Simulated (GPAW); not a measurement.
SnTe:

```
Te Sn
1.0
     0.00000    3.15085    3.15085
     3.15085    0.00000    3.15085
     3.15085    3.15085    0.00000
Te Sn
1 1
Cartesian
  3.1509 3.1509 3.1509
  0.0000 0.0000 0.0000
```

| Quantity | Value |
| --- | --- |
| Program | GPAW 26.7.0 |
| Task | relaxation of cell and atoms |
| Functional | RPBE |
| Dispersion | D3(BJ) |
| Potentials or basis | the program's PAW data sets (release 1.2.1) made for this functional |
| Cutoff | 600 eV |
| Basis | pw |
| k mesh | 7 × 7 × 7 |
| Occupations | fermi-dirac, width 0.05 eV |
| Spin | no spin polarisation |

At the start: pressure -10.7 GPa; volume 31.28 Å³/atom.

Problem. How do energy, volume and symmetry change on relaxing?

Solution. Over 5 steps the energy falls by 250.5 meV/atom and the volume is 25.13 Å³/atom (-19.7 %); space group Fm-3m (No. 225, to 0.05 Å).

Step by step:
```
step  energy change (eV)  largest force (eV/Å)  pressure (GPa)  volume (Å³)
   1              0.0000                0.0000          -10.67        62.56
   2             -0.1719                0.0000           -9.45        59.83
   3             -0.4403                0.0000            5.99        46.71
   4             -0.5006                0.0000           -0.64        50.70
   5             -0.5011                0.0000           -0.01        50.26
```

Final structure:
```
CELL_PARAMETERS angstrom
0.00000 2.92914 2.92914
2.92914 0.00000 2.92914
2.92914 2.92914 0.00000
ATOMIC_POSITIONS crystal
Te 0.50000 0.50000 0.50000
Sn 0.00000 0.00000 0.00000
```

Caveat: later steps reuse the first step's grids; the volume moved by over 15 % at a fixed basis, so the end points are rough; the volume moved by -20 % from the deposited cell, more than functionals usually miss.
